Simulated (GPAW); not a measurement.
# SrO (Fm-3m) in GPAW: further runs

The runs below take SrO through band structure, with LDA, PBE, PBEsol, RPBE, revPBE.

All numbers are computed with GPAW 26.7.0; they aren't measurements. Logs are shortened: lines on timing, memory, paths and dates and some standing lists are left out, and cuts for length are marked. The log counts tension as positive stress, the text compression.

## 1. Starting point

It takes space group Fm-3m (No. 225, cubic). Conventional cell: a = 5.133 Å, b = 5.133 Å, c = 5.133 Å, α = 90.00°, β = 90.00°, γ = 90.00°. Around Sr (site symmetry m-3m) lie 6 O at 2.57 Å. O (site symmetry m-3m) has 6 Sr at 2.57 Å as nearest neighbours.

## 2. Band structure, LDA

Contents of run.py:

```python
from ase.dft.bandgap import bandgap
from ase.io import read, write
from ase.units import GPa
from gpaw import GPAW, PW

atoms = read('SrO.xyz')

calc = GPAW(mode=PW(800),
            xc='LDA',
            kpts={'size': (9, 9, 9), 'gamma': True},
            occupations={'name': 'fermi-dirac', 'width': 0.05},
            nbands=16,
            convergence={'density': 1e-05, 'energy': 1e-05},
            maxiter=150,
            txt='gpaw.txt')
atoms.calc = calc
energy = atoms.get_potential_energy()
forces = atoms.get_forces()
stress = atoms.get_stress()
calc.write('gs.gpw')
write('result.traj', atoms)
print(f'Energy: {energy:.6f} eV')
print('Forces (eV/A):')
print(forces.round(4))
print('Stress (GPa):', (stress / GPa).round(3))
print('Fermi level:', round(calc.get_fermi_level(), 4), 'eV')
print(f'Gap: {bandgap(calc)[0]:.4f} eV, direct: {bandgap(calc, direct=True)[0]:.4f} eV')

path = atoms.cell.bandpath('GXWKGLUWLK,UX', npoints=100, eps=1e-4)
bs_calc = calc.fixed_density(kpts=path, symmetry='off', nbands=26,
                             convergence={'bands': 'CBM+6.0', 'eigenstates': 1e-6}, txt='bands.txt')
bs = bs_calc.band_structure()
bs.write('bs.json')
print(f'Gap on the path: {bandgap(bs_calc)[0]:.4f} eV')
```

Contents of SrO.xyz:

```xyz
2
Lattice="0.0000000000 2.5663000000 2.5663000000 2.5663000000 0.0000000000 2.5663000000 2.5663000000 2.5663000000 0.0000000000" Properties=species:S:1:pos:R:3 pbc="T T T"
Sr     2.5663000000      2.5663000000      2.5663000000
O      0.0000000000      0.0000000000      0.0000000000
```

Potentials or basis: the program's PAW data sets (release 1.2.1) made for this functional, pw.

Started as:

```
> OMP_NUM_THREADS=1 python run.py
```

gpaw.txt:

```text
__  _  _
 | _ |_)|_||  |
 |__||  | ||/\| - 26.7.0

Input parameters:
  mode=PW(ecut=800.0),
  convergence={'density': 1e-05, 'energy': 1e-05},
  kpts=MonkhorstPack(size=(9, 9, 9), gamma=True),
  maxiter=150,
  nbands=16,
  occupations=Occupations(name='fermi-dirac', width=0.05),
  xc=XC(name='LDA')

Diagonalizing LCAO Hamiltonian
Converting LCAO to pw mode

               Sr

       O

Atoms  # Å, Bohr magnetons
|   | symbol |        x |        y |        z |    initial magnetic moments |
|---|--------|----------|----------|----------|-----------------------------|
| 0 |     Sr | 2.566300 | 2.566300 | 2.566300 | ( 0.0000,  0.0000,  0.0000) |
| 1 |      O | 0.000000 | 0.000000 | 0.000000 | ( 0.0000,  0.0000,  0.0000) |

Unit cell  # Å
| periodic |        x |        y |        z |  lengths |    angles |
|----------|----------|----------|----------|----------|-----------|
|      yes | 0.000000 | 2.566300 | 2.566300 | 3.629296 | 60.000000 |
|      yes | 2.566300 | 0.000000 | 2.566300 | 3.629296 | 60.000000 |
|      yes | 2.566300 | 2.566300 | 0.000000 | 3.629296 | 60.000000 |

Number of symmetries: 48
Symmetry operations  # r_c * U_cc + t_c -> r_c
|    | kind |            matrix            |
|----|------|------------------------------|
|  0 |  σ   |  1, 0, 0,  1, 0,-1,  1,-1, 0 |
|  1 |  C2  |  1, 0, 0,  1,-1, 0,  1, 0,-1 |
|  2 |  E   |  1, 0, 0,  0, 1, 0,  0, 0, 1 |
|  3 |  σ   |  1, 0, 0,  0, 0, 1,  0, 1, 0 |
|  4 |  C4  |  1, 0,-1,  1, 0, 0,  1,-1, 0 |
|  5 |  S6  |  1, 0,-1,  1,-1, 0,  1, 0, 0 |
|  6 |  σ   |  1, 0,-1,  0, 1,-1,  0, 0,-1 |
|  7 |  C3  |  1, 0,-1,  0, 0,-1,  0, 1,-1 |
|  8 |  S6  |  1,-1, 0,  1, 0, 0,  1, 0,-1 |
|  9 |  C4  |  1,-1, 0,  1, 0,-1,  1, 0, 0 |
| 10 |  C3  |  1,-1, 0,  0,-1, 1,  0,-1, 0 |
| 11 |  σ   |  1,-1, 0,  0,-1, 0,  0,-1, 1 |
| 12 |  σ   |  0, 1, 0,  1, 0, 0,  0, 0, 1 |
| 13 |  C4  |  0, 1, 0,  0, 1,-1, -1, 1, 0 |
| 14 |  C3  |  0, 1, 0,  0, 0, 1,  1, 0, 0 |
| 15 |  S6  |  0, 1, 0, -1, 1, 0,  0, 1,-1 |
| 16 |  C2  |  0, 1,-1,  1, 0,-1,  0, 0,-1 |
| 17 |  σ   |  0, 1,-1,  0, 1, 0, -1, 1, 0 |
| 18 |  S4  |  0, 1,-1,  0, 0,-1,  1, 0,-1 |
| 19 |  C4  |  0, 1,-1, -1, 1, 0,  0, 1, 0 |
| 20 |  C3  |  0, 0, 1,  1, 0, 0,  0, 1, 0 |
| 21 |  σ   |  0, 0, 1,  0, 1, 0,  1, 0, 0 |
| 22 |  S6  |  0, 0, 1,  0,-1, 1, -1, 0, 1 |
| 23 |  C4  |  0, 0, 1, -1, 0, 1,  0,-1, 1 |
| 24 |  S4  |  0, 0,-1,  1, 0,-1,  0, 1,-1 |
| 25 |  C3  |  0, 0,-1,  0, 1,-1,  1, 0,-1 |
| 26 |  C2  |  0, 0,-1,  0,-1, 0, -1, 0, 0 |
| 27 |  S6  |  0, 0,-1, -1, 0, 0,  0,-1, 0 |
| 28 |  S4  |  0,-1, 1,  1,-1, 0,  0,-1, 0 |
| 29 |  C4  |  0,-1, 1,  0, 0, 1, -1, 0, 1 |
| 30 |  C2  |  0,-1, 1,  0,-1, 0,  1,-1, 0 |
| 31 |  σ   |  0,-1, 1, -1, 0, 1,  0, 0, 1 |
| 32 |  C3  |  0,-1, 0,  1,-1, 0,  0,-1, 1 |
| 33 |  S6  |  0,-1, 0,  0, 0,-1, -1, 0, 0 |
| 34 |  S4  |  0,-1, 0,  0,-1, 1,  1,-1, 0 |
| 35 |  C2  |  0,-1, 0, -1, 0, 0,  0, 0,-1 |
| 36 |  C2  | -1, 1, 0,  0, 1, 0,  0, 1,-1 |
| 37 |  S6  | -1, 1, 0,  0, 1,-1,  0, 1, 0 |
| 38 |  S4  | -1, 1, 0, -1, 0, 1, -1, 0, 0 |
| 39 |  C3  | -1, 1, 0, -1, 0, 0, -1, 0, 1 |
| 40 |  S6  | -1, 0, 1,  0, 0, 1,  0,-1, 1 |
| 41 |  C2  | -1, 0, 1,  0,-1, 1,  0, 0, 1 |
| 42 |  C3  | -1, 0, 1, -1, 1, 0, -1, 0, 0 |
| 43 |  S4  | -1, 0, 1, -1, 0, 0, -1, 1, 0 |
| 44 |  C2  | -1, 0, 0,  0, 0,-1,  0,-1, 0 |
| 45 |  i   | -1, 0, 0,  0,-1, 0,  0, 0,-1 |
| 46 |  σ   | -1, 0, 0, -1, 1, 0, -1, 0, 1 |
| 47 |  C2  | -1, 0, 0, -1, 0, 1, -1, 1, 0 |

BZ-sampling:
  Number of BZ points: 729
  Number of IBZ points: 35

  Monkhorst-Pack size: [9, 9, 9]
  Monkhorst-Pack shift: [0, 0, 0]

K-points  # in reciprocal-cell coordinates
|     |                                coordinates |     weight |
|-----|--------------------------------------------|------------|
|   0 | (  0.00000000,   0.00000000,   0.00000000) | 0.00137174 |
|   1 | (  0.11111111,   0.11111111,   0.00000000) | 0.00823045 |
|   2 | (  0.11111111,   0.11111111,   0.11111111) | 0.01097394 |
|   3 | (  0.22222222,   0.11111111,   0.11111111) | 0.01646091 |
|   4 | (  0.22222222,   0.22222222,   0.00000000) | 0.00823045 |
|   5 | (  0.22222222,   0.22222222,   0.11111111) | 0.03292181 |
|   6 | (  0.22222222,   0.22222222,   0.22222222) | 0.01097394 |
|   7 | (  0.33333333,   0.22222222,   0.11111111) | 0.03292181 |
|   8 | (  0.33333333,   0.22222222,   0.22222222) | 0.03292181 |
|   9 | (  0.33333333,   0.33333333,  -0.33333333) | 0.01646091 |
| ... |                                            |            |
|  34 | (  0.44444444,   0.44444444,   0.44444444) | 0.01097394 |

Plane wave coefficients: 1807
Cutoff: 800.0 eV

Spin-components: 1 (collinear spins)
Bands:           16
Projectors:      10
Spin-degeneracy: 2
Datatype:        complex128

Parallelization:
  kpt:    1
  domain: 1
  band:   1

Density:
  Valence electrons: 16.0
  Components: 1
  Grid points: [24 24 24]
  Charge: 0.0  # |e|

Potential:
  Grid points: [24 24 24]

species:
  Sr:
    name:    Strontium
    Z:       38.0
    valence: 10
    core:    28
    charge:  0.0  # [|e|]
    compensation charges:
      type: gauss
      rc: 0.40  # [Å]
      lmax: 2
    cutoffs:
      filter: 2.39  # [Å]
      core: 1.85  # [Å]
    projectors
    | kind |    occ | energy [eV] | rcut [Å] |
    |------|--------|-------------|----------|
    |   4s |  2.000 |     -40.901 |    1.291 |
    |   5s |  2.000 |      -3.641 |    1.291 |
    |   4p |  6.000 |     -22.864 |    1.291 |
    |    p |        |       4.348 |    1.291 |
    |    d |        |       0.000 |    1.254 |

    Using partial waves for Sr as LCAO basis

  O:
    name:    Oxygen
    Z:       8.0
    valence: 6
    core:    2
    charge:  0.0  # [|e|]
    compensation charges:
      type: gauss
      rc: 0.21  # [Å]
      lmax: 2
    cutoffs:
      filter: 1.17  # [Å]
      core: 0.83  # [Å]
    projectors
    | kind |    occ | energy [eV] | rcut [Å] |
    |------|--------|-------------|----------|
    |   2s |  2.000 |     -23.752 |    0.688 |
    |   2p |  4.000 |      -9.195 |    0.598 |
    |    s |        |       3.459 |    0.688 |
    |    p |        |      18.016 |    0.598 |
    |    d |        |       0.000 |    0.619 |

    Using partial waves for O as LCAO basis

Reference energy: -88424.643132  # eV

eigensolver:
  PPCG
  Converge bands: occupied
  niter=2

density mixing:
  MSR1-Mixer
  Pratt-step length: 0.05
  Maximum mixing coefficient: 0.75
  Old densities: 10
  SVD Regularization: 0.005
  Good broyden scale: 1.0
  Trust region scale: 1.0
  Backstep threshold: 4.0
  History deletion threshold: 6.0
  Fourier metric: weight=20.0, sigma=0.015

occupation numbers:
  Fermi-Dirac:
    width: 0.0500  # eV

poisson solver:
  ecut: 6400.0  # eV

xc functional:
  name: None

convergence criteria:
[... 6 lines left out ...]
|iter     | |      energy | eigst |  dens |
|---------|-|-------------|-------|-------|
|iter:   1| |  -15.238698 | +0.48 |       |
|iter:   2| |  -14.753000 | -1.94 | -0.92 |
|iter:   3| |  -13.687806 | -1.30 | -0.99 |
|iter:   4| |  -13.665952 | -2.78 | -1.44 |
|iter:   5| |  -13.659271 | -3.42 | -1.66 |
|iter:   6| |  -13.658971 | -4.68 | -2.70 |
|iter:   7| |  -13.658981 | -5.83 | -3.12 |
|iter:   8| |  -13.658981c| -7.39 | -3.77 |
|iter:   9| |  -13.658981c| -7.60c| -4.43 |
|iter:  10| |  -13.658981c| -8.42c| -5.27c|

Converged in 10 steps
Energy contributions relative to reference atoms: (reference = -88424.643132)

Energy contributions:
  Kinetic:          13.400629
  Coulomb:         -11.049982
  Zero:             -0.136462
  External:          0.000000
  Xc:              -15.873166
  Entropy:          -0.000000
  Spinorbit:         0.000000
  ----------------------------
  Free energy:     -13.658981
  Extrapolated:    -13.658981

dipole moment: (-14.381017, -14.381017, -14.381017)  # |e|*Ang

Fermi level: 5.745
Eigenvalues  # (at kpt = [0.000, 0.000, 0.000])
| band index |      eig [eV] | occ [0-2] |
|------------|---------------|-----------|
|          0 |       -27.308 |     2.000 |
|          1 |        -9.991 |     2.000 |
|          2 |        -8.980 |     2.000 |
|          3 |        -8.980 |     2.000 |
|          4 |        -8.980 |     2.000 |
|          5 |         4.739 |     2.000 |
[... 8 lines left out ...]
|         14 |        16.977 |     0.000 |
|         15 |        27.827 |     0.000 |

Gap: 3.259 eV
Transition (v -> c):
  (s=0, k=0, n=7, [0.00, 0.00, 0.00]) -> (s=0, k=30, n=8, [0.44, 0.44, 0.00])
Direct/indirect transitions are different
Direct gap: 3.339 eV
Transition at: (s=0, k=30, n=7, [0.44, 0.44, 0.00])

Forces  # eV/Ang
|        x |        y |        z |
|----------|----------|----------|
| -0.00000 | -0.00000 |  0.00000 |  # Sr   0
|  0.00000 | -0.00000 | -0.00000 |  # O    1

Stress tensor  # eV/Ang^3
|         x |         y |         z |
|-----------|-----------|-----------|
|  0.020224 |  0.000000 | -0.000000 |
|  0.000000 |  0.020224 | -0.000000 |
| -0.000000 | -0.000000 |  0.020224 |

# Writing to gs.gpw (mode='')
```

Wall time 47 s (1 thread of Arm Neoverse V2, shared host); peak memory 0.29 GiB.

What came out:

| Quantity | Value |
| --- | --- |
| Free energy | -13.6590 eV |
| Pressure | -3.2 GPa |
| Band gap on the k mesh | 3.26 eV, indirect (least direct gap 3.34 eV) |
| Band gap along the path | 3.20 eV, indirect (least direct gap 3.27 eV) |

Levels at the corners of the path, in eV from the valence-band top:
| point | band 6 | band 7 | band 8 | band 9 | band 10 | band 11 |
| --- | --- | --- | --- | --- | --- | --- |
| Γ | 0.00 | 0.00 | 0.00 | 3.85 | 6.20 | 6.20 |
| X | -0.40 | -0.07 | -0.07 | 3.20 | 7.86 | 10.16 |
| W | -1.13 | -0.41 | -0.41 | 5.96 | 5.96 | 8.72 |
| K | -0.95 | -0.55 | -0.44 | 4.72 | 7.85 | 8.82 |
| Γ | 0.00 | 0.00 | 0.00 | 3.85 | 6.20 | 6.20 |
| L | -2.21 | -1.11 | -1.11 | 6.53 | 8.25 | 8.91 |
| U | -0.95 | -0.55 | -0.44 | 4.72 | 7.85 | 8.82 |
| W | -1.13 | -0.41 | -0.41 | 5.96 | 5.96 | 8.72 |
| L | -2.21 | -1.11 | -1.11 | 6.53 | 8.25 | 8.91 |
| K | -0.95 | -0.55 | -0.44 | 4.72 | 7.85 | 8.82 |
| U | -0.95 | -0.55 | -0.44 | 4.72 | 7.85 | 8.82 |
| X | -0.40 | -0.07 | -0.07 | 3.20 | 7.86 | 10.16 |

[end of part 1 of 2]
